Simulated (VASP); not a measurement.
Crystal: AgBr.

```
CELL_PARAMETERS angstrom
0.00000 2.87015 2.87015
2.87015 0.00000 2.87015
2.87015 2.87015 0.00000
ATOMIC_POSITIONS crystal
Ag 0.00000 0.00000 0.00000
Br 0.50000 0.50000 0.50000
```

| Quantity | Value |
| --- | --- |
| Program | VASP 6.6.1 |
| Task | relaxation of cell and atoms |
| Functional | PBE |
| Potentials or basis | VASP PAW PBE potentials, release 64 (Ag, Br) |
| Cutoff | 600 eV |
| k mesh | 8 × 8 × 8 |
| Occupations | fermi-dirac, width 0.02 eV |
| Spin | no spin polarisation |

At the start: pressure 2.3 GPa; volume 23.64 Å³/atom.

**Question.** Where does the relaxation end?

**Answer.** Over 3 steps the energy falls by 8.2 meV/atom and the volume is 24.84 Å³/atom (+5.1 %); space group Fm-3m (No. 225, to 0.05 Å).

Step by step:
| step | energy change (eV) | largest force (eV/Å) | pressure (GPa) | volume (Å³) |
| --- | --- | --- | --- | --- |
| 1 | 0.0000 | 0.0000 | 2.27 | 47.29 |
| 2 | -0.0164 | 0.0000 | 0.06 | 49.62 |
| 3 | -0.0164 | 0.0000 | 0.00 | 49.69 |

Final structure:
```yaml
crystal:
  lattice:
    - [0.00000, 2.91794, 2.91794]
    - [2.91794, 0.00000, 2.91794]
    - [2.91794, 2.91794, 0.00000]
  atoms:
    - { symbol: Ag, position: [0.00000, 0.00000, 0.00000] }
    - { symbol: Br, position: [0.50000, 0.50000, 0.50000] }
```
